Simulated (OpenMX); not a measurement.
**CuO (Tenorite) under changes of volume**

One of the cells (10.163 Å³/atom); the others are scaled copies at fixed shape and fractional positions:

```
CELL_PARAMETERS angstrom
2.34465 -1.71340 0.00000
2.34465 1.71340 0.00000
-0.86055 0.00000 5.05944
ATOMIC_POSITIONS crystal
Cu 0.49680 0.00320 0.50000
Cu 0.00320 0.49680 0.00000
O 0.40560 0.57140 0.75370
O 0.57140 0.40560 0.25370
```

- Program: OpenMX 3.8.5
- Functional: LDA
- Potentials or basis: OpenMX 2013 LDA set, Cu6.0H-s3p2d2, O6.0-s2p2d1, fixed grid of 36 × 36 × 70 points
- k mesh: 11 × 11 × 5
- Occupations: fermi-dirac, width 0.05 eV
- Spin: no spin polarisation

```csv
volume (Å³/atom),energy over the lowest point (meV/atom),largest force (eV/Å)
9.553,4.20,0.939
9.756,0.00,0.919
9.959,1.20,0.820
10.163,7.29,0.802
10.366,17.73,0.793
10.569,?,?
10.772,49.67,0.788
```

What does the run at 10.569 Å³/atom give?

Energy over the lowest point 31.96 meV/atom; largest force 0.789 eV/Å.

Worked out: A Birch-Murnaghan fit of order 3 (a polynomial in V^(-2/3)) to the other rows has its minimum at 9.81 Å³/atom with B0 = V·E''(V) = 201 GPa and B' = 4.5 at fixed shape and positions, which overstates the stiffness. It gives 31.97 meV/atom at 10.569 Å³/atom, against the run's 31.96.

Energies are extrapolated to zero smearing.

Caveats: the basis of atomic orbitals isn't converged, which shifts pressures, moduli and gaps; the run has no spin polarisation, though such a crystal can be magnetic.
